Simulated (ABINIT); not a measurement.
# Rh (Fm-3m) in ABINIT: phonons at a zone-boundary q with PBEsol

Aim: the phonons at a zone-boundary q of Rh with PBEsol.

Everything below comes from runs of ABINIT 10.8.3 (patched build). Logs are shortened: lines on timing, memory, paths and dates and some standing lists are left out, and cuts for length are marked. The log counts tension as positive stress, the text compression.

## 1. The undisturbed crystal

The structure is cubic, space group Fm-3m (No. 225). Conventional cell: a = 3.796 Å, b = 3.796 Å, c = 3.796 Å, α = 90.00°, β = 90.00°, γ = 90.00°. Around Rh (site symmetry m-3m) lie 12 Rh at 2.68 Å.

## 2. Phonons at a zone-boundary q, PBEsol (cell relaxed at zero pressure by an earlier run)

Input file run.abi:

```
# Datasets
ndtset 2

# Pseudopotentials
pp_dirpath "./"
pseudos "Rh.GGA_PBE-JTH.xml"

# Structure
acell 3*1.0 Angstrom
rprim
     0.0000000000     1.8918244200     1.8918244200
     1.8918244200     0.0000000000     1.8918244200
     1.8918244200     1.8918244200     0.0000000000
ntypat 1
znucl 45
natom 1
typat 1
chkprim 0
chksymtnons 0
tolsym 1.0e-6
xred
            0.0            0.0            0.0

# Plane-wave basis
ecut 16.0
pawecutdg 32.0
pawxcdev 0
ecutsm 0.5

# k points
ngkpt 14 14 14
nshiftk 1
shiftk 0.0 0.0 0.0

# Exchange and correlation
ixc -116133

# Bands and occupations
nband 17
occopt 4
tsmear 0.00499791

# SCF cycle
nstep 80

# Output
prteig 0
prtebands 0
prtwf 0
prtden 0
prtpot 0

# Dataset 1: ground state
kptopt1 1
tolvrs1 1.0e-11
prtwf1 1
tolwfr1 1.0e-14
nbdbuf1 4
nline1 6

# Dataset 2: atomic displacements at q = 0.5 0.0 0.5
rfphon2 1
rfatpol2 1 1
rfdir2 1 1 1
getwfk2 1
kptopt2 3
nqpt2 1
qpt2 1/2 0.0 1/2
tolvrs2 1.0e-8
```

Potentials or basis: JTH PAW PBE v2.0.

The run is started by

```sh
$ mpirun --bind-to none -np 4 abinit run.abi > log 2>&1
```

run.abo:

```text
.Version 10.8.3 of ABINIT
 DATASET    1 : space group Fm -3 m (#225); Bravais cF (face-center cubic)
================================================================================
 Values of the parameters that define the memory need for DATASET  1.
     intxc =       0    ionmov =       0      iscf =      17    lmnmax =      18
     lnmax =       6     mgfft =      20  mpssoang =       3    mqgrid =    3001
     natom =       1  nloc_mem =       2    nspden =       1   nspinor =       1
    nsppol =       1      nsym =      48    n1xccc =       1    ntypat =       1
    occopt =       4   xclevel =       2
       mpw =         295          nfft =        8000          nkpt =         104
 PAW method is used; the additional fine FFT grid is defined by:
   mgfftf=        27    nfftf =     19683
================================================================================
================================================================================

 DATASET    2 : space group Fm -3 m (#225); Bravais cF (face-center cubic)
================================================================================
 Values of the parameters that define the memory need for DATASET  2 (RF).
     intxc =       0      iscf =       7    lmnmax =      18     lnmax =       6
     mgfft =      20  mpssoang =       3    mqgrid =    3001     natom =       1
  nloc_mem =       2    nspden =       1   nspinor =       1    nsppol =       1
      nsym =      48    n1xccc =       1    ntypat =       1    occopt =       4
   xclevel =       2
      nfft =        8000          nkpt =        2744
================================================================================
================================================================================

--------------------------------------------------------------------------------
------------- Echo of variables that govern the present computation ------------
--------------------------------------------------------------------------------
 -outvars: echo values of preprocessed input variables --------
            acell      1.8897261259E+00  1.8897261259E+00  1.8897261259E+00 Bohr
              amu      1.02905500E+02
          chkprim           0
      chksymtnons           0
             ecut      1.60000000E+01 Hartree
           ecutsm      5.00000000E-01 Hartree
           getwfk1          0
           getwfk2          1
             iscf1         17
             iscf2          7
                       outvar_i_n : Printing only first  50 k-points.
              ixc     -116133
           jdtset        1    2
                       outvar_i_n : Printing only first  50 k-points.
           kptopt1          1
           kptopt2          3
         kptrlatt       14    0    0      0   14    0      0    0   14
          kptrlen      7.07819834E+01
            natom           1
            nband1         17
            nband2         17
           nbdbuf1          4
           nbdbuf2          2
[... 348 lines left out ...]
 Perturbation wavevector (in red.coord.)   0.500000  0.000000  0.500000
 Perturbation : displacement of atom   1   along direction   2
 Found     2 symmetries that leave the perturbation invariant.
 symkpt : the number of k-points, thanks to the symmetries,
 is reduced to  1470 .

--------------------------------------------------------------------------------

--------------------------------------------------------------------------------

 dfpt_looppert : total number of electrons, from k and k+q
  fully or partially occupied states are    1.700000E+01 and    1.700000E+01.
 Initialisation of the first-order wave-functions :
  ireadwf=   0

--- !BeginCycle
iteration_state: {dtset: 2, }
solver: {iscf: 7, nstep: 80, nline: 4, wfoptalg: 10, }
tolerances: {tolvrs: 1.00E-08, }
...

     iter   2DEtotal(Ha)        deltaE(Ha) residm    vres2
-ETOT  1   1008.6985181381      3.310E+03 2.582E+01 4.007E+06
 ETOT  2   40.687340792348     -9.680E+02 8.683E+00 1.428E+05
 ETOT  3   4.1906506899757     -3.650E+01 5.727E-01 7.296E+02
 ETOT  4   4.0481938555084     -1.425E-01 7.172E-03 1.693E+01
 ETOT  5   4.0436434728370     -4.550E-03 1.491E-04 3.896E+00
 ETOT  6   4.0426491576007     -9.943E-04 5.460E-06 5.667E-01
 ETOT  7   4.0422423013777     -4.069E-04 3.314E-06 1.359E-01
 ETOT  8   4.0421548619232     -8.744E-05 3.195E-07 1.335E-02
 ETOT  9   4.0421513091786     -3.553E-06 3.506E-09 1.172E-03
 ETOT 10   4.0421509629257     -3.463E-07 7.950E-11 4.136E-05
 ETOT 11   4.0421509625774     -3.479E-10 1.633E-10 6.542E-05
 ETOT 12   4.0421509456044     -1.697E-08 8.958E-12 8.307E-06
 ETOT 13   4.0421509435653     -2.039E-09 5.485E-13 1.010E-06
 ETOT 14   4.0421509432688     -2.965E-10 4.841E-14 4.372E-09

 At SCF step   14       vres2   =  4.37E-09 < tolvrs=  1.00E-08 =>converged.
================================================================================

 ----iterations are completed or convergence reached----

 Mean square residual over all n,k,spin=   52.080E-16; max=  48.408E-15

 2DEtotal=    0.4042150943E+01 Ha. Also 2DEtotal=    0.109992530582E+03 eV
    (2DErelax=    2.3054419914E+03 Ha. 2DEnonrelax=   -2.3013998404E+03 Ha)
    (  non-var. 2DEtotal :    4.0436204065E+00 Ha)

================================================================================

 ---- first-order wavefunction calculations are completed ----

 ==> Compute Derivative Database <==

  Dynamical matrix, in cartesian coordinates,
   if specified in the inputs, asr has been imposed
     j1       j2             matrix element
  dir pert dir pert     real part    imaginary part

   1    1   1    1         0.1581894110         0.0000000477

   2    1   2    1         0.2381223232         0.0000000954

   3    1   3    1         0.1581894110         0.0000000477

  Phonon wavevector (reduced coordinates) :  0.50000  0.00000  0.50000
 Phonon energies in Hartree :
   9.183101E-04  9.183101E-04  1.126680E-03
 Phonon frequencies in cm-1    :
   2.015458E+02  2.015458E+02  2.472777E+02

== END DATASET(S) ==============================================================
================================================================================

 -outvars: echo values of variables after computation  --------
            acell      1.8897261259E+00  1.8897261259E+00  1.8897261259E+00 Bohr
           etotal1    -1.1140492223E+02
           etotal2     4.0421509433E+00
            fcart1    -0.0000000000E+00 -0.0000000000E+00 -0.0000000000E+00
            fcart2     0.0000000000E+00  0.0000000000E+00  0.0000000000E+00
            rprim      0.0000000000E+00  1.8918244200E+00  1.8918244200E+00
                       1.8918244200E+00  0.0000000000E+00  1.8918244200E+00
                       1.8918244200E+00  1.8918244200E+00  0.0000000000E+00
           strten1     1.9056364745E-05  1.9056364745E-05  1.9056364745E-05
                       0.0000000000E+00  0.0000000000E+00  0.0000000000E+00
           strten2     0.0000000000E+00  0.0000000000E+00  0.0000000000E+00
                       0.0000000000E+00  0.0000000000E+00  0.0000000000E+00
 Calculation completed.
```

Wall time 3.3 min (4 MPI ranks of Arm Neoverse V2, shared host); peak memory 1.5 GiB.

Results:

* Free energy: -3031.4824 eV
* Pressure: -0.6 GPa
* Band gap on the k mesh: none (metal or under the smearing width)
* Highest phonon frequency at the q point run: 247 cm⁻¹

Phonon frequencies in cm⁻¹ (negative: imaginary):
```tsv
q point	frequencies
(0.500, 0.000, 0.500)	202 202 247
```

Caveat: the PAW data sets were made with another functional, which shifts forces and pressure a little.
